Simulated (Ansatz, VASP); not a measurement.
Ag: VASP beside Ansatz

INCAR

```
  PREC = Accurate
  ENCUT = 520
  EDIFF = 1E-6
  ISMEAR = -1
  SIGMA = 0.1
  LREAL = F
  LASPH = T
  NELM = 80
  ALGO = Normal
  ISIF = 2
  LWAVE = F
  LCHARG = T
  LELF = T
  LVHAR = T
  NBANDS = 12
```

Contents of KPOINTS:

```
Automatic mesh
0
Gamma
  16 16 16
```

File POSCAR:

```
Ag
1.0
   -1.5912945503      1.5912945503      1.5912945503
    1.5912945503     -1.5912945503      1.5912945503
    1.5912945503      1.5912945503     -1.5912945503
Ag
1
Direct
    0.0000000000      0.0000000000      0.0000000000
```

Input for Ansatz:

```yaml
crystal:
  lattice:
    - [-1.5912945503, 1.5912945503, 1.5912945503]
    - [1.5912945503, -1.5912945503, 1.5912945503]
    - [1.5912945503, 1.5912945503, -1.5912945503]
  atoms:
    - { symbol: Ag, position: [0.0, 0.0, 0.0] }
hamiltonian:
  xc: lda
  pseudopotentials:
    kind: paw
    azcp:
      Ag: "pseudopotentials/Ag.paw.azcp"
basis:
  ecutwfc: 420
  fft_grid_basis: typed
kpoints:
  mp_grid: { grid: [16, 16, 16], shift: [0, 0, 0] }
magnetization:
  spin_polarized: false
scf:
  occupations: { method: fermi_dirac, width: 0.1 }
  lower_state_search: "off"
output:
  stress: true
  write_density: true
  write_potential: true
  elf: true
  volumetric_format: npy
```

Alike in both runs: task single point; functional LDA; k mesh 16 × 16 × 16; occupations fermi-dirac, width 0.1 eV; no spin polarisation.

|  | VASP | Ansatz |
| --- | --- | --- |
| version | VASP 6.6.1 | Ansatz 0.2.0 |
| potentials or method | VASP PAW LDA potentials, release 64 (Ag) | plane waves (420 eV) with PAW, scalar-relativistic |
| plane-wave cutoff (eV) | 520 | 420 |
| valence electrons in the cell | 11 | 19 |

|  | VASP | Ansatz | Ansatz less VASP |
| --- | --- | --- | --- |
| pressure (GPa) | 0.1 | 0.0 | -0.15 |

The two sets of potentials don't hold the same shells in valence. Ansatz warned: «pseudo_functional_mismatch».
